**Q:** I have five calculations of the same zincblende CdS crystal, with the same atoms in the same places. Only the k mesh changes, yet the first pressure is about twice the last. What does this mesh do to the crystal?

Zincblende CdS with a fixed cube edge of 5.82 Å, computed with Ansatz 0.2.0 (all-electron LAPW, PBE, scalar-relativistic, no spin polarisation). Fermi-Dirac smearing is 0.01 eV wide and the basis error target is 1 meV/atom. Pressure is positive in compression, and the energy is the free energy less that of spherical, unpolarised free atoms.

| k mesh | pressure (GPa) | energy less free atoms (eV/atom) |
| --- | --- | --- |
| 2x2x2 | 6.628 | -2.585 |
| 4x4x4 | 3.495 | -3.044 |
| 6x6x6 | 3.342 | -3.060 |
| 8x8x8 | 3.333 | -3.061 |
| 11x11x11 | 3.333 | -3.061 |

**A:** It does nothing to the atoms; it limits what the electrons are allowed to do. An electron in a crystal is a wave that runs through all cells, and each k point sets a wavelength and a direction for which the calculation solves its equations. The true energy needs an average over all such waves, and the mesh replaces it by an average over a few. A 2x2x2 mesh keeps only those waves that repeat after two cells in each direction.

There is a more tangible way to say the same thing. With a 2x2x2 mesh the crystal is closed on itself after two cells, like a belt. The primitive cell edge is 4.115 Å, so an electron that travels $2\times4.115=8.23$ Å along it is back where it started. With 4x4x4 the way round is twice as long.

**Q:** Why should the energy care about the length of the belt?

**A:** Because bonding depends on how the electron wave at one atom is tied to the wave at another. On a short belt, an atom is also tied to its own repeated image, and the calculation counts that tie as if it belonged to the atom itself. The error is the sum of these false ties, and it disappears once the images lie beyond the electrons' reach.

In formulas, and for a fixed potential, the energy of the filled bands at wave vector $\mathbf k$ is a sum of waves, one for each lattice vector $\mathbf R$:

$$E(\mathbf k)=\sum_{\mathbf R}E_{\mathbf R}\cos(\mathbf k\cdot\mathbf R).$$

The true average is $E_0$, since every other wave averages to zero. A mesh with $N$ divisions in each direction gives instead

$$E_0+\sum_{\mathbf R\neq0}E_{N\mathbf R},$$

because it sees the waves that belong to $N\mathbf R$ only at their crests and takes them for constants.

**Q:** How far do the electrons reach?

**A:** That depends on whether the crystal is an insulator. In CdS a gap separates the filled bands from the empty ones in all five runs. Theory then says that the ties $E_{\mathbf R}$ die off roughly exponentially with distance. In a metal some bands are cut off at the Fermi surface, the average is no longer over a smooth function, and the ties reach much further.

The rule that follows is simple: each equal lengthening of the belt should divide the error by about the same factor. Going from two to four divisions adds as much length as going from four to six.

**Q:** Can you show me that with the pressures?

**A:** I take the 11x11x11 pressure as the limit and write $\delta(N)$ for the excess over it. The excess is 3.295 GPa for 2x2x2 and 0.162 GPa for 4x4x4, so the first step divides it by about 20. If the next step does the same, then

$$\delta(6)=\frac{\delta(4)^2}{\delta(2)}=\frac{0.162^2}{3.295}\approx0.008\ \text{GPa}.$$

Added to the limit of 3.333 GPa, this predicts 3.341 GPa for the 6x6x6 mesh. The calculation gives 3.342 GPa, and that row had no part in fixing the factor.

The 8x8x8 row fits less well, so the close match at 6x6x6 may be partly luck. Its excess of 0.147 MPa is less than half of the 0.391 MPa that the same rule gives. These runs do not show why, but the mismatch is smaller than the last digit of the table.

**Q:** I was taught that the error of a numerical average falls as some power of the step width. Would that not fit as well?

**A:** It is a fair alternative, but the 6x6x6 row speaks against it. A power law drawn through the same first two rows leaves an excess of 0.028 GPa there, more than three times the computed one, and at 8x8x8 it is too high by a far larger factor. Such power laws come from integrals with ends or kinks. Single bands can have kinks where they meet, but the summed energy of all filled bands of an insulator has neither ends nor kinks: it is smooth, and it joins onto itself at the border of the Brillouin zone. The analysis printed below sets both laws beside the computed values.

**Q:** So the 2x2x2 row is not a failed run?

**A:** No, the run converged and gave no warning. It is a poor value, but a regular one. It lies far from the limit because its belt is so short, and the next two rows continue the same fall. The makers of the data do advise caution with a mesh this coarse, but that comes from their tests on other systems, not from this run. Here the caution is deserved, since the energy is wrong by 0.476 eV per atom, a large amount on the scale of chemical bonding.

The short belt also disturbs the electron density, which the calculation works out from the same few waves. The band gap gives this away. If the density were right, too few k points could only miss the band edges and make the gap too wide. Yet the gap comes out as 1.01 eV on the 2x2x2 mesh and 1.16 eV on the finest, so the potential in which the electrons move must itself have changed.

**Q:** Both errors go upwards: binding too weak, pressure too high. Is that a general rule?

**A:** No. The argument tells how fast the false ties fade, but not whether they raise or lower the energy. A coarse mesh is not an upper bound that comes down towards the truth, as a small basis set would be. In this crystal the coarse meshes err towards weaker binding. A likely reason is that all of them contain the point $\mathbf k=0$, where the three highest filled bands reach their tops together. The six bands below them lie under their own averages there, but by much less in total, so the sum is still high. The fewer the points, the more weight this high sum gets.

Once the energy error has its sign, the sign of the pressure error can be understood. Pressure is the rate at which energy falls when the cell expands, so the pressure error is the rate at which the energy error falls. Expansion moves the atoms apart and weakens the false ties. An energy error that is positive and shrinks on expansion appears as extra pressure.

**Q:** Then energy and pressure should settle at the same pace.

**A:** Nearly, but the pressure lags a little. From 2x2x2 to 4x4x4 the energy error is divided by about 28, the pressure error only by about 20. The same errors can be read as a response to volume. When the volume grows by one percent, the energy error shrinks by about 1.1 percent on the coarser mesh and by about 1.5 percent on the finer one.

The likely reason is that a tie across a longer distance is passed on through more bonds, and stretching weakens each of them. The errors left on a finer mesh come from such long ties. They are small, but they respond more strongly to a change of volume, and this response is what the pressure measures.

**Q:** Does the simple rule hold for everything you might read from these runs?

**A:** No, the band gap follows it less well. Its error is divided by about 14 in the first step, by 9 in the second and by 7 in the third, so the fall slows down. On the 8x8x8 mesh the gap error is about three times what the exponential predicts, though it is only 0.2 meV by then. My guess is that the exponential is here multiplied by a power of the distance, which would make the factor shrink. The pressure shows no such slowing, though, and five meshes are too few to settle it.

The lesson is that convergence has to be judged on the quantity one wants. A factor found for the pressure should not be carried over to the gap.

**Q:** Which mesh would you accept, then?

**A:** It depends on the use. At 4x4x4 the energy is still 17 meV per atom too high, and the pressure is 5 percent above its limit. That may do for a first look, but not for comparing crystal structures that differ by a few meV. At 6x6x6 the energy error is about 1 meV per atom, the same size as the error allowed for the basis set, so a finer mesh alone gains little in the energy.

For another cell of the same material, keep the length of the belt and not the number of divisions. If the cell is doubled along each edge, half the divisions give the same set of waves.

**Q:** And the 3.333 GPa that remains? My crystal is under no such pressure.

**A:** No mesh will remove it. The conventional cube edge was held at 5.82 Å, close to the measured size, while the PBE functional is known to prefer a larger CdS cell. The calculation therefore sees the crystal as squeezed. To bring the pressure to zero one would let the cell expand.

The limit of the energy needs similar care. The value of −3.061 eV per atom is counted from spherical, unpolarised atoms. A free sulfur atom lowers its energy by keeping two electrons unpaired, so this value makes the binding look too strong and should not be read as a cohesive energy. The converged band gap is also far smaller than the measured one, a known failing of PBE. A converged mesh gives the answer of the chosen model, with that model's faults still in it.

Output of the analysis:

```
Errors against the 11x11x11 mesh:
       row  energy too high by meV per atom  pressure too high by GPa  gap too small by meV
     2x2x2                              476                     3.295                 153.9
     4x4x4                               17                     0.162                 11.15
     6x6x6                                1                  0.008355                 1.237
     8x8x8                                0                  0.000147                 0.186
  11x11x11                                0                         0                     0
Energy error divided by this factor from 2x2x2 to 4x4x4: 28
Pressure error divided by this factor from 2x2x2 to 4x4x4: 20.34
Pressure error divided by this factor from 4x4x4 to 6x6x6: 19.39
Gap error divided by this factor from 2x2x2 to 4x4x4: 13.8
Gap error divided by this factor from 4x4x4 to 6x6x6: 9.015
Gap error divided by this factor from 6x6x6 to 8x8x8: 6.651
Pressure error in MPa by two laws through the first two rows:
       row  computed  exponential  power law
     2x2x2      3295         3295       3295
     4x4x4       162          162        162
     6x6x6     8.355        7.961       27.8
     8x8x8     0.147       0.3913      7.961
  11x11x11         0     0.004265      1.995
Gap error in meV by two laws through the first two rows:
       row  computed  exponential  power law
     2x2x2     153.9        153.9      153.9
     4x4x4     11.15        11.15      11.15
     6x6x6     1.237       0.8082      2.402
     8x8x8     0.186      0.05857     0.8082
  11x11x11         0     0.001143      0.242
Added repeat length that divides the pressure error by e in angstrom: 2.732
Percent fall of the energy error per percent of volume growth at 2x2x2: 1.065
Percent fall of the energy error per percent of volume growth at 4x4x4: 1.465
Pressure error at 4x4x4 in percent of the settled pressure: 4.859
Energy error at 4x4x4 in percent of the settled energy: 0.5554
```
